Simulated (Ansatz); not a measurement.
Runs of Ansatz 0.2.0 on Rh. Symmetry: Fm-3m, No. 225, cubic system. The conventional cell has a = 3.796 Å, b = 3.796 Å, c = 3.796 Å, α = 90.00°, β = 90.00°, γ = 90.00°. Around Rh (site symmetry m-3m) lie 12 Rh at 2.68 Å. 

```tsv
task	level	potentials or basis	spin	cell	k mesh	cutoff (eV)	smearing	pressure (GPa)	relaxed volume (Å³/atom)
relaxation of cell and atoms	revPBE+D4	all-electron LAPW, scalar-relativistic	off	relaxed	12 × 12 × 12	-	fermi-dirac 0.05 eV	0.0	13.42
band structure	LDA	all-electron LAPW, relativistic spinors	SOC, no magnetisation	as given	9 × 9 × 9	278	fermi-dirac 0.05 eV	(b)	-
single point	PBE	all-electron LAPW, scalar-relativistic	off	as given	12 × 12 × 12	278	gaussian 0.019 eV	7.2	-
band structure	BLYP	all-electron LAPW, scalar-relativistic	off	as given	12 × 12 × 12	278	fermi-dirac 0.05 eV	21.3	-
relaxation of cell and atoms	PBE+D3(BJ)	all-electron LAPW, scalar-relativistic	off	relaxed	12 × 12 × 12	-	fermi-dirac 0.05 eV	0.0	(a)
```

Alike in all rows: basis error allowed 0.001 eV/atom.

**Question.** Estimate the missing entries.

**Answer.** (a) 13.64; (b) -9.4.

Caveats: the k mesh is thin for a metal, which can move the energy by tens of meV per atom (some runs); so large a pressure means that the cell lies far from this level's equilibrium, or that cutoff or potentials fall short (some runs).
